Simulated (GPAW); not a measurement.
# BN (F-43m) in GPAW: further runs

The runs below take BN through single point, with LDA, PBE0.

Everything below comes from runs of GPAW 26.7.0. Logs are shortened: lines on timing, memory, paths and dates and some standing lists are left out, and cuts for length are marked. The log counts tension as positive stress, the text compression.

**What was measured.**

A printed reference work, monograph reports, for a bulk crystal of BN at 300 K: band gap 6.4 eV (indirect).

How close the calculation comes is told below.

## Step 1: The structure

The structure is cubic, space group F-43m (No. 216). Conventional cell: a = 3.626 Å, b = 3.626 Å, c = 3.626 Å, α = 90.00°, β = 90.00°, γ = 90.00°. Around N (site symmetry -43m) lie 4 B at 1.57 Å. B (site symmetry -43m) has 4 N at 1.57 Å as nearest neighbours.

The cell is a database's computed one.

## Step 2: Single point, LDA

File run.py:

```python
from ase import Atoms
from ase.dft.bandgap import bandgap
from ase.io import write
from ase.units import GPa
from gpaw import GPAW, PW

atoms = Atoms(['N', 'B'],
              cell=[[0.0, 1.813001, 1.813001],
                    [1.813001, 0.0, 1.813001],
                    [1.813001, 1.813001, 0.0]],
              scaled_positions=[[0.25, 0.25, 0.25],
                                [0.0, 0.0, 0.0]],
              pbc=True)

calc = GPAW(mode=PW(600),
            xc='LDA',
            kpts={'size': (10, 10, 10), 'gamma': True},
            occupations={'name': 'fermi-dirac', 'width': 0.05},
            nbands=11,
            maxiter=120,
            txt='gpaw.txt')
atoms.calc = calc
energy = atoms.get_potential_energy()
forces = atoms.get_forces()
stress = atoms.get_stress()
calc.write('gs.gpw')
write('result.traj', atoms)
print(f'Energy: {energy:.6f} eV')
print('Forces (eV/A):')
print(forces.round(4))
print('Stress (GPa):', (stress / GPa).round(3))
print('Fermi level:', round(calc.get_fermi_level(), 4), 'eV')
print(f'Gap: {bandgap(calc)[0]:.4f} eV, direct: {bandgap(calc, direct=True)[0]:.4f} eV')
```

Potentials or basis: the program's PAW data sets (release 1.2.1) made for this functional, pw.

On the command line:

```sh
$ OMP_NUM_THREADS=1 python run.py
```

gpaw.txt:

```text
__  _  _
 | _ |_)|_||  |
 |__||  | ||/\| - 26.7.0

Input parameters:
  mode=PW(ecut=600.0),
  kpts=MonkhorstPack(size=(10, 10, 10), gamma=True),
  maxiter=120,
  nbands=11,
  occupations=Occupations(name='fermi-dirac', width=0.05),
  xc=XC(name='LDA')

Diagonalizing LCAO Hamiltonian
Converting LCAO to pw mode

          N
       B

Atoms  # Å, Bohr magnetons
|   | symbol |        x |        y |        z |    initial magnetic moments |
|---|--------|----------|----------|----------|-----------------------------|
| 0 |      N | 0.906501 | 0.906501 | 0.906501 | ( 0.0000,  0.0000,  0.0000) |
| 1 |      B | 0.000000 | 0.000000 | 0.000000 | ( 0.0000,  0.0000,  0.0000) |

Unit cell  # Å
| periodic |        x |        y |        z |  lengths |    angles |
|----------|----------|----------|----------|----------|-----------|
|      yes | 0.000000 | 1.813001 | 1.813001 | 2.563971 | 60.000000 |
|      yes | 1.813001 | 0.000000 | 1.813001 | 2.563971 | 60.000000 |
|      yes | 1.813001 | 1.813001 | 0.000000 | 2.563971 | 60.000000 |

Number of symmetries: 24
Symmetry operations  # r_c * U_cc + t_c -> r_c
|    | kind |            matrix            |
|----|------|------------------------------|
|  0 |  E   |  1, 0, 0,  0, 1, 0,  0, 0, 1 |
|  1 |  σ   |  1, 0, 0,  0, 0, 1,  0, 1, 0 |
|  2 |  σ   |  1, 0,-1,  0, 1,-1,  0, 0,-1 |
|  3 |  C3  |  1, 0,-1,  0, 0,-1,  0, 1,-1 |
|  4 |  C3  |  1,-1, 0,  0,-1, 1,  0,-1, 0 |
|  5 |  σ   |  1,-1, 0,  0,-1, 0,  0,-1, 1 |
|  6 |  σ   |  0, 1, 0,  1, 0, 0,  0, 0, 1 |
|  7 |  C3  |  0, 1, 0,  0, 0, 1,  1, 0, 0 |
|  8 |  C2  |  0, 1,-1,  1, 0,-1,  0, 0,-1 |
|  9 |  S4  |  0, 1,-1,  0, 0,-1,  1, 0,-1 |
| 10 |  C3  |  0, 0, 1,  1, 0, 0,  0, 1, 0 |
| 11 |  σ   |  0, 0, 1,  0, 1, 0,  1, 0, 0 |
| 12 |  S4  |  0, 0,-1,  1, 0,-1,  0, 1,-1 |
| 13 |  C3  |  0, 0,-1,  0, 1,-1,  1, 0,-1 |
| 14 |  S4  |  0,-1, 1,  1,-1, 0,  0,-1, 0 |
| 15 |  C2  |  0,-1, 1,  0,-1, 0,  1,-1, 0 |
| 16 |  C3  |  0,-1, 0,  1,-1, 0,  0,-1, 1 |
| 17 |  S4  |  0,-1, 0,  0,-1, 1,  1,-1, 0 |
| 18 |  S4  | -1, 1, 0, -1, 0, 1, -1, 0, 0 |
| 19 |  C3  | -1, 1, 0, -1, 0, 0, -1, 0, 1 |
| 20 |  C3  | -1, 0, 1, -1, 1, 0, -1, 0, 0 |
| 21 |  S4  | -1, 0, 1, -1, 0, 0, -1, 1, 0 |
| 22 |  σ   | -1, 0, 0, -1, 1, 0, -1, 0, 1 |
| 23 |  C2  | -1, 0, 0, -1, 0, 1, -1, 1, 0 |

BZ-sampling:
  Number of BZ points: 1000
  Number of IBZ points: 47

  Monkhorst-Pack size: [10, 10, 10]
  Monkhorst-Pack shift: [0.05, 0.05, 0.05]

K-points  # in reciprocal-cell coordinates
|     |                                coordinates |     weight |
|-----|--------------------------------------------|------------|
|   0 | (  0.00000000,   0.00000000,   0.00000000) | 0.00100000 |
|   1 | (  0.10000000,   0.10000000,   0.00000000) | 0.00600000 |
|   2 | (  0.10000000,   0.10000000,   0.10000000) | 0.00800000 |
|   3 | (  0.20000000,   0.10000000,   0.10000000) | 0.01200000 |
|   4 | (  0.20000000,   0.20000000,   0.00000000) | 0.00600000 |
|   5 | (  0.20000000,   0.20000000,   0.10000000) | 0.02400000 |
|   6 | (  0.20000000,   0.20000000,   0.20000000) | 0.00800000 |
|   7 | (  0.30000000,   0.20000000,   0.10000000) | 0.02400000 |
|   8 | (  0.30000000,   0.20000000,   0.20000000) | 0.02400000 |
|   9 | (  0.30000000,   0.30000000,   0.00000000) | 0.00600000 |
| ... |                                            |            |
|  46 | (  0.50000000,   0.50000000,   0.50000000) | 0.00400000 |

Plane wave coefficients: 411
Cutoff: 600.0 eV

Spin-components: 1 (collinear spins)
Bands:           11
Projectors:      10
Spin-degeneracy: 2
Datatype:        complex128

Parallelization:
  kpt:    1
  domain: 1
  band:   1

Density:
  Valence electrons: 8.0
  Components: 1
  Grid points: [15 15 15]
  Charge: 0.0  # |e|

Potential:
  Grid points: [15 15 15]

species:
  N:
    name:    Nitrogen
    Z:       7.0
    valence: 5
    core:    2
    charge:  0.0  # [|e|]
    compensation charges:
      type: gauss
      rc: 0.18  # [Å]
      lmax: 2
    cutoffs:
      filter: 1.11  # [Å]
      core: 0.96  # [Å]
    projectors
    | kind |    occ | energy [eV] | rcut [Å] |
    |------|--------|-------------|----------|
    |   2s |  2.000 |     -18.420 |    0.603 |
    |   2p |  3.000 |      -7.237 |    0.529 |
    |    s |        |       8.791 |    0.603 |
    |    p |        |      19.974 |    0.529 |
    |    d |        |       0.000 |    0.577 |

    Using partial waves for N as LCAO basis

  B:
    name:    Boron
    Z:       5.0
    valence: 3
    core:    2
    charge:  0.0  # [|e|]
    compensation charges:
      type: gauss
      rc: 0.20  # [Å]
      lmax: 2
    cutoffs:
      filter: 1.14  # [Å]
      core: 1.42  # [Å]
    projectors
    | kind |    occ | energy [eV] | rcut [Å] |
    |------|--------|-------------|----------|
    |   2s |  2.000 |      -9.383 |    0.635 |
    |   2p |  1.000 |      -3.714 |    0.635 |
    |    s |        |      17.828 |    0.635 |
    |    p |        |      23.498 |    0.635 |
    |    d |        |       0.000 |    0.635 |

    Using partial waves for B as LCAO basis

Reference energy: -2133.488728  # eV

eigensolver:
  PPCG
  Converge bands: occupied
  niter=2

density mixing:
  MSR1-Mixer
  Pratt-step length: 0.05
  Maximum mixing coefficient: 0.75
  Old densities: 10
  SVD Regularization: 0.005
  Good broyden scale: 1.0
  Trust region scale: 1.0
  Backstep threshold: 4.0
  History deletion threshold: 6.0
  Fourier metric: weight=20.0, sigma=0.015

occupation numbers:
  Fermi-Dirac:
    width: 0.0500  # eV

poisson solver:
  ecut: 4800.0  # eV

xc functional:
  name: None

convergence criteria:
- Maximum [total energy] change in last 3 cyles: 0.0005 eV / valence electron
- Maximum integral of absolute [dens]ity change: 0.0001 electrons / valence electron
- Maximum integral of absolute [eigenst]ate change: 4e-08 eV^2 / valence electron
maximum number of iterations: 120

SCF iterations
|iter     | |      energy | eigst |  dens |
|---------|-|-------------|-------|-------|
|iter:   1| |  -20.206806 | +0.07 |       |
|iter:   2| |  -20.026574 | -2.08 | -0.74 |
|iter:   3| |  -19.303300 | -1.41 | -0.78 |
|iter:   4| |  -19.283060 | -3.07 | -1.39 |
|iter:   5| |  -19.280896 | -3.65 | -1.86 |
|iter:   6| |  -19.280895c| -5.43 | -2.61 |
|iter:   7| |  -19.280896c| -7.34 | -3.68 |
|iter:   8| |  -19.280896c| -7.61c| -4.36c|

Converged in 8 steps
Energy contributions relative to reference atoms: (reference = -2133.488728)

Energy contributions:
  Kinetic:          14.725409
  Coulomb:         -13.891832
  Zero:             -0.001031
  External:          0.000000
  Xc:              -20.113442
  Entropy:           0.000000
  Spinorbit:         0.000000
  ----------------------------
  Free energy:     -19.280896
  Extrapolated:    -19.280896

dipole moment: (-7.347665, -7.347665, -7.347665)  # |e|*Ang

Fermi level: 11.911
Eigenvalues  # (at kpt = [0.000, 0.000, 0.000])
| band index |      eig [eV] | occ [0-2] |
|------------|---------------|-----------|
|          0 |       -10.285 |     2.000 |
|          1 |         9.703 |     2.000 |
|          2 |         9.703 |     2.000 |
|          3 |         9.703 |     2.000 |
|          4 |        18.350 |     0.000 |
|          5 |        18.350 |     0.000 |
|          6 |        18.350 |     0.000 |
|          7 |        19.969 |     0.000 |
|          8 |        34.036 |     0.000 |
|          9 |        37.519 |     0.000 |
|         10 |        37.703 |     0.000 |

Gap: 4.331 eV
Transition (v -> c):
  (s=0, k=0, n=3, [0.00, 0.00, 0.00]) -> (s=0, k=41, n=4, [0.50, 0.50, 0.00])
Direct/indirect transitions are different
Direct gap: 8.647 eV
Transition at: (s=0, k=0, n=3, [0.00, 0.00, 0.00])

Forces  # eV/Ang
|        x |        y |        z |
|----------|----------|----------|
| -0.00000 | -0.00000 | -0.00000 |  # N    0
|  0.00000 |  0.00000 |  0.00000 |  # B    1

Stress tensor  # eV/Ang^3
|         x |         y |        z |
|-----------|-----------|----------|
|  0.170180 | -0.000000 | 0.000000 |
| -0.000000 |  0.170180 | 0.000000 |
|  0.000000 |  0.000000 | 0.170180 |

# Writing to gs.gpw (mode='')
```

Wall time 5.5 s (1 thread of Arm Neoverse V1, shared host); peak memory 0.12 GiB.

What came out:

```yaml
Free_energy: -19.2809 eV
Pressure: -27.3 GPa
Band_gap_on_the_k_mesh: 4.33 eV, indirect (least direct gap 8.65 eV)
```

Levels at points of the mesh, in eV from the valence-band top:
| k point | band 1 | band 2 | band 3 | band 4 | band 5 | band 6 | band 7 |
| --- | --- | --- | --- | --- | --- | --- | --- |
| (0.00, 0.00, 0.00) | -19.99 | 0.00 | 0.00 | 0.00 | 8.65 | 8.65 | 8.65 |
| (0.50, 0.50, 0.00) | -14.40 | -8.82 | -4.88 | -4.88 | 4.33 | 9.10 | 17.59 |
| (0.50, 0.50, 0.50) | -15.76 | -10.63 | -1.92 | -1.92 | 10.08 | 10.53 | 10.53 |

Caveat: the cutoff is short for stress and forces, so pressures can be off by a GPa or more; so large a pressure means that the cell lies far from this level's equilibrium, or that cutoff or potentials fall short.

## Step 3: Single point, PBE0

File run.py:

```python
from ase import Atoms
from ase.dft.bandgap import bandgap
from ase.io import write
from ase.parallel import parprint
from gpaw import GPAW, PW

atoms = Atoms(['N', 'B'],
              cell=[[0.0, 1.813001, 1.813001],
                    [1.813001, 0.0, 1.813001],
                    [1.813001, 1.813001, 0.0]],
              scaled_positions=[[0.25, 0.25, 0.25],
                                [0.0, 0.0, 0.0]],
              pbc=True)

calc = GPAW(mode=PW(600),
            xc='PBE0',
            kpts={'size': (8, 8, 8), 'gamma': True},
            occupations={'name': 'fermi-dirac', 'width': 0.05},
            nbands=9,
            convergence={'density': 1e-05, 'energy': 1e-05},
            maxiter=60,
            txt='gpaw.txt')
atoms.calc = calc
energy = atoms.get_potential_energy()
forces = atoms.get_forces()
calc.write('gs.gpw')
write('result.traj', atoms)
parprint(f'Energy: {energy:.6f} eV')
parprint('Forces (eV/A):')
parprint(forces.round(4))
parprint('Fermi level:', round(calc.get_fermi_level(), 4), 'eV')
parprint(f'Gap: {bandgap(calc)[0]:.4f} eV, direct: {bandgap(calc, direct=True)[0]:.4f} eV')
```

Potentials or basis: GPAW PAW data sets (gpaw-data 1.2.1), pw.

On the command line:

```sh
$ OMP_NUM_THREADS=1 mpirun -n 8 gpaw python run.py
```

It took 18 min on 8 MPI ranks of Intel Xeon 6975P-C (Granite Rapids), shared host; peak memory 0.18 GiB.

The run converged. Its results:

```
Free energy            : -17.5932 eV
Band gap on the k mesh : 6.52 eV, indirect (least direct gap 11.27 eV)
```

Levels at points of the mesh, in eV from the valence-band top:
```
           k point  band 1  band 2  band 3  band 4  band 5
(0.00, 0.00, 0.00)  -22.05    0.00    0.00    0.00   11.27
(0.50, 0.50, 0.00)  -16.11   -9.74   -5.28   -5.28    6.52
(0.50, 0.50, 0.50)  -17.58  -11.58   -2.09   -2.09   12.48
```

Caveat: the PAW data sets were made with another functional, which shifts forces and pressure a little.

## Step 4: Against experiment

Step 2. Measured gap of BN: 6.4 eV (indirect; 300 K; a printed reference work, monograph). This calculation gives 4.33 eV (-2.07 eV). The value is that of LDA on a finite k mesh, which can miss the band edges, without temperature or zero-point motion. Semilocal functionals fall short of measured gaps as a rule. The cell is a database's relaxed one, not the measured one, which moves gaps too.

Step 3. Against the measured gap of BN, 6.4 eV (indirect; 300 K; a printed reference work, monograph), the calculated 6.52 eV is off by +0.12 eV. The value is that of PBE0 on a finite k mesh, which can miss the band edges, without temperature or zero-point motion. The cell is a database's relaxed one, not the measured one, which moves gaps too.
